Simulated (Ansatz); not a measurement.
# GaN (P6_3mc) in Ansatz: settings compared

The runs below take GaN through phonons, single point, equation of state, with PBEsol, revPBE+D4.

Everything below comes from runs of Ansatz 0.2.0. Logs are shortened: lines on timing, memory, paths and dates and some standing lists are left out, and cuts for length are marked.

**The experiment to reproduce.**

“Studying electronic properties in GaN without electrical contacts using γ-γ vs e−-γ Perturbed Angular Correlations”, 2019, pmc:6823545 quotes, for a bulk crystal of GaN: band gap 3.503 ± 0.005 eV (direct).

How close the calculation comes is told below.

### Step 1. Starting point

It takes space group P6_3mc (No. 186, hexagonal). Conventional cell: a = 3.180 Å, b = 3.180 Å, c = 5.166 Å, α = 90.00°, β = 90.00°, γ = 120.00°. Around Ga (site symmetry 3m) lie 4 N at 1.94 to 1.95 Å. N (site symmetry 3m) has 4 Ga at 1.94 to 1.95 Å as nearest neighbours.

### Step 2. Phonons, PBEsol

The input, input.yaml:

```yaml
crystal:
  lattice:
    - [3.18, 0.0, 0.0]
    - [-1.59, 2.753960784, 0.0]
    - [0.0, 0.0, 5.166]
  atoms:
    - { symbol: Ga, position: [0.6666666667, 0.3333333333, 0.5] }
    - { symbol: Ga, position: [0.3333333333, 0.6666666667, 0.0] }
    - { symbol: "N", position: [0.6666666667, 0.3333333333, 0.875] }
    - { symbol: "N", position: [0.3333333333, 0.6666666667, 0.375] }
hamiltonian:
  xc: pbesol
  pseudopotentials: { kind: paw }
kpoints:
  mp_grid: { grid: [8, 8, 5] }
scf:
  occupations: { method: fixed }
phonons:
  method: dfpt
  dielectric: true
  rigid_motions: translations
```

Potentials or basis: Ansatz PAW.

Run with:

```sh
$ ansatz run input.yaml --threads 2 --pin off --max-ram 5120MiB --backend cpu --events-out ev --progress --plain --runs-dir out
```

Log:

```text
Warning: RAYON_NUM_THREADS=2 ignored (pool sized by the plan → 2); use --threads N
Engine: ansatz 0.2.0, x86_64-unknown-linux-gnu
Pseudopotentials: kind: paw
Pseudopotential: Ga, paw, valence charge 13, recommended cutoff 420 eV (normal), Ga.paw.azcp
Pseudopotential: N, paw, valence charge 5, recommended cutoff 420 eV (normal), N.paw.azcp
Functional definition: PBEsol
  exchange = pbesol_x
  correlation = pbesol_c
Crystal: 4 atoms, lattice volume = 45.242 Å³
Basis set: ecut = 420 eV, 881 PW (Γ), exchange–correlation on 48×48×72 points (8 copies of the dense FFT grid, shifted against one another)
Bands: 22, of which v1, the nominal top of the filled ones, is band 18 counted from 1 (17 counted from 0)
Symmetry: 12 space group operations
k-points: 93 of 320 (irreducible under 2 space group operations, time reversal used)
Non-local potential: Ga, projectors of the file, l = 0: 2, l = 1: 2, l = 2: 3, l = 3: 1
Non-local potential: N, projectors of the file, l = 0: 2, l = 1: 2, l = 2: 1
PAW form: soft (Blöchl's): semilocal exchange-correlation on the pseudo side does not see the compensation charge
PAW frozen core: Ga, regenerated for the run's functional, and the local potential with it (the file was generated under x = pbe(κ = 0.804, μ = 0.2195149727645171), c = pbe(β = 0.06672455060314922))
PAW frozen core: N, regenerated for the run's functional, and the local potential with it (the file was generated under x = pbe(κ = 0.804, μ = 0.2195149727645171), c = pbe(β = 0.06672455060314922))
PAW one-centre angular grid: Ga, 590 points (default); XC on 64 Gauss nodes
PAW one-centre angular grid: N, 110 points (default); XC on 64 Gauss nodes
Initial density: superposition of atomic densities (neutral atoms: chi_scale 0, normalization atom), corrected by the library's trained network
Initial wavefunctions: pseudopotential atomic-orbital guess
Functional: x = pbesol(κ = 0.804, μ = 0.12345679012345678), c = pbesol(β = 0.046)
SCF iter   1: F=—  HF=-8245.711297 eV  |F-HF|=—  |Δ(HF+E_count)|=         —  Δρ=1.27e-2  dr2=7.02e-2  ethr=1.77e-3  ⟨swp⟩=4.4  Hψ=7220  notcnv=0  defer=69
preconditioner: auto → Resta (q_TF=auto, 2.626 Å⁻¹)  ε∞=5.0  [insulator: Δε(μ)=1.813 eV  Ē_g=16.535 eV  n_scr=22 (ndim 8)  ℏωp=33.1 eV  f_vac=0.008  ε∞_Penn≈5.0]
SCF iter   2: F=—  HF=-8245.691464 eV  |F-HF|=—  |Δ(HF+E_count)|=   1.98e-2  Δρ=1.90e-3  dr2=1.67e-3  ethr=1.95e-4  ⟨swp⟩=2.1  Hψ=3358  notcnv=0  defer=186
SCF iter   3: F=—  HF=-8245.691262 eV  |F-HF|=—  |Δ(HF+E_count)|=   2.03e-4  Δρ=8.86e-4  dr2=2.63e-4  ethr=4.64e-6  ⟨swp⟩=2.0  Hψ=2723  notcnv=0  defer=186
[... 3 lines left out ...]
SCF iter   7: F=—  HF=-8245.691280 eV  |F-HF|=—  |Δ(HF+E_count)|=   9.34e-8  Δρ=3.07e-6  dr2=4.35e-9  ethr=4.08e-10  ⟨swp⟩=2.8  Hψ=3916  notcnv=0  defer=1
SCF iter   8: F=—  HF=-8245.691280 eV  |F-HF|=—  |Δ(HF+E_count)|=   5.50e-9  Δρ=5.22e-7  dr2=1.37e-10  ethr=1.21e-11  ⟨swp⟩=2.0  Hψ=3048  notcnv=0  defer=1
SCF iter   9: F=-8245.691280 eV  HF=-8245.691280 eV  |F-HF|=1.82e-12  |Δ(HF+E_count)|=  1.04e-10  Δρ=8.39e-8  dr2=2.76e-12  ethr=1.00e-12  ⟨swp⟩=6.1  Hψ=10889  notcnv=0
SCF 1 converged in 9 iterations: F = -8245.691280 eV  dr2 = 2.76e-12
NSCF: frozen V_eff on 5 k-points
DFPT response loops at Γ: preconditioner auto → Resta (q_TF=auto, 2.626 Å⁻¹)  ε∞=5.6 (no band partly filled); β = 1.00, the filter's whole step (`scf.mixing.beta` (0.50) is not read by the response loops at its default; to damp them type it under 1.00, their step now; it binds the ground state too); Broyden in place of MSR1
── the response to a field inside a basis, on 12×12×8 k-points: an SCF that follows is theirs, and a resumed run solves both again ──
Bands: 19, of which v1, the nominal top of the filled ones, is band 18 counted from 1 (17 counted from 0)
k-points: 168 of 1152 (irreducible under 4 space group operations, time reversal used)
[... 2 lines left out ...]
Eigensolver: Dense (168 Hₖ)
[... 5 lines left out ...]
SCF 1 converged in 4 iterations: F = -8245.690537 eV  dr2 = 3.24e-8
[... 19 lines left out ...]
  E_ewald      = -3183.826728
  E_core_change = 1.782153  (= ΣΔE_core)
  E_smearing   = -0.000000  (= −TS)
  E_closure    = 0.000000  (closes the sum)
  Σ components = -8245.691280   (vs F -8245.691280, Δ=0.00e0)
--- Band table (eV; the first three rows and the last of 93) ---
  k-point 0: bands = ["-6.3507", "-5.3937", "-3.7877", "-3.7658", "-3.7658", "-3.7015", "-3.7015", "-3.5081", "-3.5081", "-3.4050", "-3.4050", "-2.1264", "2.4925", "8.6381", "8.6381", "9.6503", "9.7117", "9.7117", "11.6192", "13.9298", "18.8590", "19.5291"]
  k-point 1: bands = ["-6.2311", "-5.4412", "-3.7636", "-3.7636", "-3.7555", "-3.7113", "-3.7113", "-3.4946", "-3.4946", "-3.4115", "-3.4115", "-2.5337", "3.2294", "8.5693", "8.7360", "8.7360", "9.6046", "9.6046", "12.5042", "14.0059", "18.5923", "19.5657"]
  k-point 2: bands = ["-5.9305", "-5.6174", "-3.7535", "-3.7535", "-3.7333", "-3.7333", "-3.6043", "-3.4634", "-3.4634", "-3.4318", "-3.4318", "-3.1971", "4.8652", "6.7607", "8.9962", "8.9962", "9.3282", "9.3282", "13.6073", "14.0691", "18.1535", "18.3981"]
  k-point 92: bands = ["-5.2906", "-5.2412", "-3.6746", "-3.6711", "-3.6333", "-3.5924", "-3.5263", "-3.5165", "-3.4383", "-3.4252", "-2.1917", "-1.8710", "3.5594", "3.8816", "5.9384", "6.5909", "7.5311", "8.2914", "15.4566", "15.6438", "17.5674", "17.7807"]
--- Phonons (Γ-DFPT): 4 representative perturbations + reference, on 93 of 320 k-points (Σ response iterations 15) ---
  k mesh reduced under 2 symmetry operations, with k and −k counted as one. Each operation leaves every solved perturbation unchanged. A smaller set is not considered because the run solves the response to a homogeneous field
  ASR residual: 2.538e-5 → 0.000e0 eV/Å²; symmetrization residual: 7.495e-6 eV/Å²
  ASR residual per site (eV/Å²): 2.54e-5 2.54e-5 2.24e-5 2.24e-5
  Γ frequencies (cm⁻¹): 0.00 0.00 0.00 134.48 134.48 333.09 541.28 541.28 542.75 551.01 551.01 694.35
  ε∞ (high-frequency dielectric tensor):
        5.824771    -0.000000     0.000000
       -0.000000     5.824771    -0.000000
        0.000000    -0.000000     5.962066
  ε⁰ (static dielectric tensor: ions relaxed, cell fixed):
       10.158983    -0.000000     0.000000
       -0.000000    10.158983    -0.000000
        0.000000    -0.000000    10.721389
  ε⁰ − ε∞ (ionic part):
        4.334213    -0.000000     0.000000
       -0.000000     4.334213    -0.000000
        0.000000    -0.000000     4.759323
  softest optical mode at Γ: 134.48 cm⁻¹; the repairs (sum rule, projections) moved no ω² at Γ by more than (1.48 cm⁻¹)²
  Born effective charges Z* (e; rows j = field, columns β = displacement):
    site 0:
         2.60941   -0.00000    0.00000
        -0.00000    2.60941   -0.00000
         0.00000   -0.00000    2.74180
    site 1:
         2.60941   -0.00000    0.00000
        -0.00000    2.60941   -0.00000
         0.00000   -0.00000    2.74180
    site 2:
        -2.60941    0.00000   -0.00000
        -0.00000   -2.60941    0.00000
        -0.00000    0.00000   -2.74180
    site 3:
        -2.60941   -0.00000   -0.00000
         0.00000   -2.60941    0.00000
        -0.00000    0.00000   -2.74180
  Z* charge neutrality: 2.117e-3 e pre-enforcement
  solved inside a basis spanned on kpoints, on 12×12×8 k-points, its susceptibility summed on 18×18×10: ε∞ is read to err by 1.8e-2, Z* by 1.5e-2 e (field_mesh: kpoints solves on kpoints); Z* is corrected for what the basis lacks
  optical modes at Γ without the LO–TO term, one row a degenerate level:
      ω (cm⁻¹)  modes    IR ((D/Å)²/amu)
        134.48      2             0.0000
        333.09      1             0.0000
        541.28      2            53.8726
        542.75      1            29.7389
        551.01      2             0.0000
        694.35      1             0.0000
  optical modes at Γ + LO–TO along q̂ = [1.0000, 0.0000, 0.0000]:
      ω (cm⁻¹)  modes    IR ((D/Å)²/amu)
        134.48      2             0.0000
        333.09      1             0.0000
        541.28      1            26.9363
        542.75      1            29.7389
        551.01      2             0.0000
        694.35      1             0.0000
        714.84      1            26.9363
  optical modes at Γ + LO–TO along q̂ = [0.0000, 1.0000, 0.0000]:
      ω (cm⁻¹)  modes    IR ((D/Å)²/amu)
        134.48      2             0.0000
        333.09      1             0.0000
        541.28      1            26.9363
        542.75      1            29.7389
        551.01      2             0.0000
        694.35      1             0.0000
        714.84      1            26.9363
  optical modes at Γ + LO–TO along q̂ = [0.0000, 0.0000, 1.0000]:
      ω (cm⁻¹)  modes    IR ((D/Å)²/amu)
        134.48      2             0.0000
        333.09      1             0.0000
        541.28      2            53.8726
        551.01      2             0.0000
        694.35      1             0.0000
        727.83      1            29.7389
```

It took 81 s on 2 threads of Intel Xeon Platinum 8488C (Sapphire Rapids), shared host; peak memory 1.2 GiB.

Results:

```yaml
Free_energy: -8245.6913 eV
Band_gap_on_the_k_mesh: 1.91 eV, direct
Electronic_dielectric_tensor_diagonal: 5.82, 5.82, 5.96
Born_charges_mean_of_the_diagonal: Ga +2.65; N -2.65 e
Highest_phonon_frequency_at_Γ_LO-TO_splitting_left_out: 694 cm⁻¹
Static_dielectric_tensor_diagonal: 10.16, 10.16, 10.72
```

Phonon frequencies in cm⁻¹ (negative: imaginary):
| q point | frequencies |
| --- | --- |
| (0.000, 0.000, 0.000) | 0 0 0 134 134 333 541 541 543 551 551 694 |

Electronic dielectric tensor:
```
5.82 0.00 0.00
0.00 5.82 0.00
0.00 0.00 5.96
```

Born effective charge tensors (e):
atom 1, Ga
```
2.61 0.00 0.00
0.00 2.61 0.00
0.00 0.00 2.74
```
atom 2, Ga
```
2.61 0.00 0.00
0.00 2.61 0.00
0.00 0.00 2.74
```
atom 3, N
```
-2.61  0.00  0.00
 0.00 -2.61  0.00
 0.00  0.00 -2.74
```
atom 4, N
```
-2.61  0.00  0.00
 0.00 -2.61  0.00
 0.00  0.00 -2.74
```

Static dielectric tensor, electrons and zone-centre modes:
```
10.16  0.00  0.00
 0.00 10.16  0.00
 0.00  0.00 10.72
```

Caveat: odd divisions of the mesh miss points on the zone boundary, where band edges often lie, so the gap on the mesh can be too wide; the PAW data sets come from PBE, with cores solved anew for the run's functional, which leaves a small shift of forces and pressure.

[end of part 1 of 2]
